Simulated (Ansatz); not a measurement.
**WSe2: a stacking-fault curve**

Aim: for WSe2, slide the crystal rigidly across a (0 0 1) plane.

Method: DFT PBE, scalar-relativistic, plane waves, PAW, in Ansatz 0.2.0.

2 further runs of the same task are left out: 2 set aside as unsound or not needed. Runs told in other sessions of the task aren't counted.

## (1) The starting structure

It takes space group P6_3/mmc (No. 194, hexagonal). The conventional cell has a = 3.321 Å, b = 3.321 Å, c = 15.257 Å, α = 90.00°, β = 90.00°, γ = 120.00°. W (site symmetry -6m2) has 6 Se at 2.55 Å in its first shell of neighbours. Se (site symmetry 3m) is surrounded by 3 W at 2.55 Å.

Coordinates:

```
CELL_PARAMETERS angstrom
-3.32069 0.00000 0.00000
-1.66035 -2.87581 0.00000
0.00000 0.00000 15.25733
ATOMIC_POSITIONS crystal
W 0.33333 0.33333 0.25000
W 0.66667 0.66667 0.75000
Se 0.33333 0.33333 0.64002
Se 0.66667 0.66667 0.14002
Se 0.33333 0.33333 0.85998
Se 0.66667 0.66667 0.35998
```

It is the result of an earlier relaxation at this level (volume 24.28 Å³/atom; gap on the mesh: 1.48 eV).

## (2) The reference cell

The reference gives a free energy of -42649.3297 eV, pressure 0.02 GPa, largest force 0.005 eV/Å and gap on the mesh 1.53 eV. It was computed beforehand with the settings of the runs below.

## (3) Setting up a stacking-fault curve

The cut lies on the cell's a–b face, a (0 0 1) plane of area 9.55 Å², between layers 4.27 Å apart (Se below, Se above); the cell is 15.3 Å thick. Vector c is tilted by f times 1·a + 1·b (length 5.752 Å) with the atoms' Cartesian places fixed: one unrelaxed fault per cell.

## (4) At f = 0.167

input.yaml

```yaml
crystal:
  lattice:
    - [-3.3206937274, 0.0, 0.0]
    - [-1.6603468637, -2.8758051261, 0.0]
    - [-0.8303394665, -0.4793967145, 15.2573262715]
  atoms:
    - { symbol: W, position: [0.2916583333, 0.2916583333, 0.25] }
    - { symbol: W, position: [0.5416416667, 0.5416416667, 0.75] }
    - { symbol: Se, position: [0.2266420121, 0.2266420121, 0.6400199235] }
    - { symbol: Se, position: [0.6433253454, 0.6433253454, 0.1400199235] }
    - { symbol: Se, position: [0.1899746546, 0.1899746546, 0.8599800765] }
    - { symbol: Se, position: [0.6066579879, 0.6066579879, 0.3599800765] }
basis:
  ecutwfc: 420
kpoints:
  mp_grid: { grid: [9, 9, 2] }
hamiltonian:
  xc: pbe
scf:
  occupations: { method: gaussian, width: 0.05 }
output:
  forces: true
  stress: true
  eigenvalues: true
  write_density: true
  write_potential: true
  elf: true
  volumetric_format: npy
```

Launch:

```
$ ansatz run input.yaml --threads 2 --pin off --max-ram 5120MiB --backend cpu --events-out ev --progress --plain --runs-dir out
```

The session goes on with these runs: point f = 0.333; point f = 0.500; point f = 0.667; At f = 0.833; point f = 0.083; point f = 0.250; point f = 0.417; point f = 0.583; At f = 0.750; f = 0.917.

Before running it: what results should come out? Wanted: largest shear traction sampled.

The runs gave:

| quantity | value |
| --- | --- |
| highest fault energy sampled | 8 mJ/m² at f = 0.667 |
| largest shear traction sampled | 0.1 GPa |

The highest point computed is 8 mJ/m², at f = 0.667; the true top can lie between points. Nothing is relaxed, so these energies are upper bounds; letting the layers move apart would lower them. The gap on the mesh stays between 1.53 and 1.54 eV. These runs have no spin-orbit coupling; with W it would split and shift bands. Where a structure here is layered, its layers are held mostly by dispersion, which this level lacks, so their spacing and the stiffness across them are unreliable there.
